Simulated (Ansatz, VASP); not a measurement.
## W: VASP beside Ansatz

Contents of INCAR:

```
SYSTEM = W
  PREC = Accurate
  ENCUT = 520
  EDIFF = 1E-6
  ISMEAR = -1
  SIGMA = 0.05
  LREAL = .FALSE.
  LASPH = .TRUE.
  NELM = 60
  ALGO = Fast
  ISIF = 2
  LWAVE = .FALSE.
  LCHARG = .FALSE.
  GGA = PS
  NBANDS = 13
```

File KPOINTS:

```
Automatic mesh
0
G
  10 10 10
  0 0 0
```

POSCAR

```
W
1.0
   -1.5823450000      1.5823450000      1.5190512000
    1.5823450000     -1.5823450000      1.5190512000
    1.5823450000      1.5823450000     -1.5190512000
W
1
Direct
    0.0000000000      0.0000000000      0.0000000000
```

File input.yaml:

```yaml
crystal:
  lattice:
    - [-1.582345, 1.582345, 1.5190512]
    - [1.582345, -1.582345, 1.5190512]
    - [1.582345, 1.582345, -1.5190512]
  atoms:
    - { symbol: W, position: [0.0, 0.0, 0.0] }
hamiltonian:
  xc: pbesol
  pseudopotentials: { kind: paw }
kpoints:
  mp_grid: { grid: [10, 10, 10] }
  band_path:
    path:
      - [[0.0, 0.0, 0.0], [0.0, 0.0, 0.5], [-0.5, 0.5, 0.5], [0.0, 0.0, 0.0], [0.4804, 0.4804, -0.4804], [0.25, 0.25, 0.25], [0.0, 0.5, 0.0], [-0.4804, 0.5196, 0.4804], [-0.5, 0.5, 0.5]]
      - [[0.0, 0.0, 0.5], [0.25, 0.25, 0.25]]
    npoints: 14
scf:
  occupations: { method: fermi_dirac, width: 0.05 }
  n_extra_bands: 6
output:
  forces: true
  stress: true
  eigenvalues: true
  fatbands: true
```

Alike in both runs: functional PBEsol; k mesh 10 × 10 × 10; occupations fermi-dirac, width 0.05 eV; no spin polarisation.

|  | VASP | Ansatz |
| --- | --- | --- |
| version | VASP 6.6.1 | Ansatz 0.2.0 |
| potentials or method | VASP PAW PBE potentials, release 64 (W_sv) | Ansatz PAW |
| plane-wave cutoff (eV) | 520 | 420 |
| valence electrons in the cell | 14 | 14 |
| task | single point | band structure |

VASP gave:

* gap on the k mesh at the Fermi level (eV): none
* pressure (GPa): 12.3
* largest component of the traceless stress (GPa): 9.92

**Question.** Estimate Ansatz's values.

**Answer.** gap on the k mesh at the Fermi level (eV): none; pressure (GPa): 11.5; largest component of the traceless stress (GPa): 9.90.

A gap of «none» marks a metal or a gap that the smearing closes.

Caveats: the PAW data sets were made with another functional, which shifts forces and pressure a little (VASP); spin-orbit coupling is left out, which moves the levels of the heavy elements (Ansatz); the PAW data sets come from PBE, with cores solved anew for the run's functional, which leaves a small shift of forces and pressure (Ansatz). Spin-orbit coupling is left out, which matters for the levels of W.
